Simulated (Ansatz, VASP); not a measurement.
One calculation of KBr, two programs

INCAR

```
SYSTEM = KBr
PREC = Accurate
ENCUT = 520
EDIFF = 1E-6
ISMEAR = 0
SIGMA = 0.05
LREAL = .FALSE.
LASPH = .TRUE.
NELM = 60
ALGO = Normal
ISIF = 2
LWAVE = .FALSE.
LCHARG = .FALSE.
GGA = PE
NBANDS = 15
```

The input KPOINTS:

```
regular mesh
0
G
  6 6 6
  0 0 0
```

The input POSCAR:

```
KBr
1.0
   -0.1646250000      3.2925000000      3.2925000000
    3.1278750000      0.0000000000      3.1278750000
    3.2925000000      3.2925000000     -0.1646250000
K Br
1 1
Direct
    0.0000000000      0.0000000000      0.0000000000
    0.5000000000      0.5000000000      0.5000000000
```

Input for Ansatz:

```yaml
crystal:
  lattice:
    - [-0.164625, 3.2925, 3.2925]
    - [3.127875, 0.0, 3.127875]
    - [3.2925, 3.2925, -0.164625]
  atoms:
    - { symbol: K, position: [0.0, 0.0, 0.0] }
    - { symbol: Br, position: [0.5, 0.5, 0.5] }
basis:
  ecutwfc: 420
kpoints:
  mp_grid: { grid: [6, 6, 6] }
hamiltonian:
  xc: pbe
scf:
  occupations: { method: gaussian, width: 0.05 }
output:
  forces: true
  stress: true
  eigenvalues: true
```

Change from the starting cell: strain -0.1000 x Voigt [0, 0, 0, 0, 1, 0], atoms carried along.

Alike in both runs: task single point; functional PBE; k mesh 6 × 6 × 6; occupations gaussian, width 0.05 eV; no spin polarisation.

|  | VASP | Ansatz |
| --- | --- | --- |
| version | VASP 6.6.1 | Ansatz 0.2.0 |
| potentials or method | VASP PAW PBE potentials, release 64 (K_sv, Br) | scalar-relativistic, plane waves, PAW |
| plane-wave cutoff (eV) | 520 | 420 |
| valence electrons in the cell | 16 | 16 |

|  | VASP | Ansatz | Ansatz less VASP |
| --- | --- | --- | --- |
| gap on the k mesh at the Fermi level (eV) | 4.30 | 4.30 | +0.001 |
| least direct gap on the mesh (eV) | 4.30 | 4.30 | +0.001 |
| pressure (GPa) | 0.9 | 0.8 | -0.04 |
| largest component of the traceless stress (GPa) | 0.51 | 0.51 | +0.004 |
